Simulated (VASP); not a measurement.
# SnS2 (Berndtite-2T) (P-3m1) in VASP: further runs, part 3 of 3

VASP 6.6.1.

## (5) Relaxation of cell and atoms, PBE+D3(BJ), target pressure 9.78 GPa, at which the enthalpy is minimised

This run uses another cell than the first one, of 19.01 Å³/atom, 0.847 times its volume.

The input, INCAR:

```
SYSTEM = SnS2
PREC = Accurate
ENCUT = 600
EDIFF = 1E-7
ISMEAR = 0
SIGMA = 0.03
LREAL = .False.
LASPH = .True.
NELM = 80
ALGO = Normal
ISIF = 3
LWAVE = .False.
LCHARG = .False.
GGA = PE
IVDW = 12
IBRION = 2
NSW = 90
EDIFFG = -0.005
PSTRESS = 97.8
```

The input, KPOINTS:

```
regular mesh
0
Gamma
  9 9 5
  0 0 0
```

The input, POSCAR:

```
SnS2                                    
1.0
    3.5698158082     -0.0000000000      0.0000000000
   -1.7849079041      3.0915511768      0.0000000000
   -0.0000000000      0.0000000000      5.1672015808
  Sn              S             
     1     2
Direct
     0.0000000000000000    0.0000000000000000    0.0000000000000000
     0.3333333332999970    0.6666666667000030    0.2841320349033035
     0.6666666667000030    0.3333333332999970    0.7158679650966967
```

Command:

```bash
$ cat potpaw_PBE.64/Sn_d/POTCAR potpaw_PBE.64/S/POTCAR > POTCAR
$ mpirun -np 1 vasp_std > vasp.out
```

Run time: 34 s. Hardware: 1 thread of Intel Xeon 6975P-C (Granite Rapids), shared host; peak memory 0.23 GiB.

Results (log left out):

```
Free energy                                            : -13.8876 eV
Relaxed volume                                         : 19.02 Å³/atom
Relaxed cell                                           : a = 3.570 Å, b = 3.570 Å, c = 5.169 Å, α = 90.00°, β = 90.00°, γ = 120.00°
Space group after relaxing (to 0.05 Å)                 : P-3m1 (No. 164)
Energy change on relaxing (the enthalpy is what falls) : -0.6 meV/atom
Ionic steps                                            : 2
Pressure after relaxing                                : 9.7 GPa
Largest force after relaxing                           : 0.004 eV/Å
Band gap on the k mesh                                 : 0.53 eV, indirect (least direct gap 1.58 eV)
Dispersion energy per atom                             : -0.395 eV
```

Forces on the atoms (eV/Å):
```
Sn   0.000  0.000  0.000
S    0.000  0.000 -0.004
S    0.000  0.000  0.004
```

The path:
| step | energy change (eV) | largest force (eV/Å) | pressure (GPa) | volume (Å³) |
| --- | --- | --- | --- | --- |
| 1 | 0.0000 | 0.0019 | 9.81 | 57.03 |
| 2 | -0.0017 | 0.0044 | 9.74 | 57.05 |

Final structure:
```
Sn S
1.0
     3.57020    0.00000    0.00000
    -1.78510    3.09188    0.00000
     0.00000    0.00000    5.16861
Sn S
1 2
Direct
  0.00000 0.00000 0.00000
  0.33333 0.66667 0.28415
  0.66667 0.33333 0.71585
```

Levels at points of the mesh, in eV from the valence-band top:
| k point | band 11 | band 12 | band 13 | band 14 | band 15 | band 16 |
| --- | --- | --- | --- | --- | --- | --- |
| (0.00, 0.00, 0.00) | -1.38 | -1.38 | -0.04 | 1.54 | 2.90 | 5.06 |

Caveat: the cell is relaxed towards a set pressure, so the enthalpy falls and the energy may rise; spin-orbit coupling is left out, which moves the levels of the heavy elements; an odd mesh through Γ misses points on the zone boundary, where band edges often lie.

## (6) Relaxation of cell and atoms, LDA, target pressure 9.78 GPa, at which the enthalpy is minimised

The input, INCAR:

```
PREC     = Accurate       # precision mode
ENCUT    = 600            # plane-wave cutoff, eV
EDIFF    = 1E-6           # SCF threshold, eV
ISMEAR   = 0              # smearing method
SIGMA    = 0.03           # smearing width, eV
LREAL    = F              # projectors in reciprocal space
LASPH    = T              # aspherical terms in the spheres
NELM     = 80             # most SCF steps
ALGO     = Normal         # electronic algorithm
ISIF     = 3              # what is computed and relaxed
LWAVE    = F              # write WAVECAR
LCHARG   = F              # write CHGCAR
GGA      = CA             # functional
IBRION   = 2              # ionic algorithm
NSW      = 90             # ionic steps
EDIFFG   = -0.01          # ionic threshold
PSTRESS  = 97.8
```

The input, KPOINTS:

```
regular mesh
0
Gamma
  9 9 5
```

The input, POSCAR:

```
SnS2
1.0
    3.6390000000      0.0000000000      0.0000000000
   -1.8195000000      3.1514664444      0.0000000000
    0.0000000000      0.0000000000      5.8680000000
Sn S
1 2
Direct
    0.0000000000      0.0000000000      0.0000000000
    0.3333333333      0.6666666667      0.2500000000
    0.6666666667      0.3333333333      0.7500000000
```

Potentials or basis: VASP PAW LDA potentials, release 64 (Sn_d, S).

Command:

```bash
$ cat potpaw_LDA.64/Sn_d/POTCAR potpaw_LDA.64/S/POTCAR > POTCAR
$ mpirun -np 1 vasp_std > vasp.out
```

Wall time 10 min (1 thread of Intel Xeon Platinum 8488C (Sapphire Rapids), shared host); peak memory 0.21 GiB.

It converged, with:

| Quantity | Value |
| --- | --- |
| Free energy | -14.8494 eV |
| Relaxed volume | 18.56 Å³/atom |
| Relaxed cell | a = 3.549 Å, b = 3.549 Å, c = 5.107 Å, α = 90.00°, β = 90.00°, γ = 120.00° |
| Space group after relaxing (to 0.05 Å) | P-3m1 (No. 164) |
| Energy change on relaxing (the enthalpy is what falls) | +72.7 meV/atom |
| Ionic steps | 19 |
| Pressure after relaxing | 9.7 GPa |
| Band gap on the k mesh | 0.25 eV, indirect (least direct gap 1.45 eV) |

Step by step:
```
step  energy change (eV)  largest force (eV/Å)  pressure (GPa)  volume (Å³)
   1              0.0000                0.0005           -0.68        67.30
   2              0.9586                2.9841           29.44        54.02
   3              0.1538                1.1027            9.45        61.01
   4              0.1620                1.1323            9.73        60.88
   5              0.1596                0.7930            9.81        59.34
   6              0.3535                0.2805           11.81        54.87
   7              0.2624                0.0606           10.97        56.16
   8              0.1762                0.1666            8.06        56.66
   9              0.1648                0.2273            7.38        56.79
  10              0.3469                0.3702           14.17        54.03
  11              0.2204                0.0178            9.91        55.66
  12              0.2225                0.0251           10.03        55.63
  13              0.2179                0.0147            9.76        55.70
  14              0.2184                0.0162            9.80        55.69
  15              0.2184                0.0161            9.80        55.69
  16              0.2181                0.0153            9.76        55.69
  17              0.2182                0.0157            9.76        55.69
  18              0.2183                0.0155            9.78        55.69
  19              0.2181                0.0012            9.72        55.69
```

Final structure:
```
CELL_PARAMETERS angstrom
3.54870 0.00000 0.00000
-1.77435 3.07326 0.00000
0.00000 0.00000 5.10667
ATOMIC_POSITIONS crystal
Sn 0.00000 0.00000 0.00000
S 0.33333 0.66667 0.28593
S 0.66667 0.33333 0.71407
```

Levels at points of the mesh, in eV from the valence-band top:
```csv
k point,band 9,band 10,band 11,band 12,band 13,band 14,band 15,band 16,band 17
"(0.00, 0.00, 0.00)",-1.58,-1.58,-1.50,-1.50,-0.05,1.40,2.63,4.88,4.88
```

Caveat: the cell is relaxed towards a set pressure, so the enthalpy falls and the energy may rise; the volume moved by over 15 % at a fixed basis, so the end points are rough; spin-orbit coupling is left out, which moves the levels of the heavy elements; an odd mesh through Γ misses points on the zone boundary, where band edges often lie.

## (7) Summary

| level | potentials or basis | cell | target pressure | gap on the mesh (eV) | pressure (GPa) |
| --- | --- | --- | --- | --- | --- |
| PBE+D3(BJ) | VASP PAW PBE potentials, release 64 (Sn_d, S) | relaxed | - | 1.31 | 0.0 |
| PBE+D3(BJ) | VASP PAW PBE potentials, release 64 (Sn_d, S) | relaxed to 9.78 GPa | 9.78 GPa | 0.53 | 9.7 |
| LDA | VASP PAW LDA potentials, release 64 (Sn_d, S) | relaxed to 9.78 GPa | 9.78 GPa | 0.25 | 9.7 |

Alike in all rows: task relaxation of cell and atoms; no spin polarisation; k mesh 9 × 9 × 5; cutoff (eV) 600; smearing gaussian 0.03 eV.

Caveats: spin-orbit coupling is left out, which moves the levels of the heavy elements; an odd mesh through Γ misses points on the zone boundary, where band edges often lie; the cell is relaxed towards a set pressure, so the enthalpy falls and the energy may rise (some runs); the volume moved by over 15 % at a fixed basis, so the end points are rough (some runs).

Absolute energies hang on the potentials; compare differences alone.
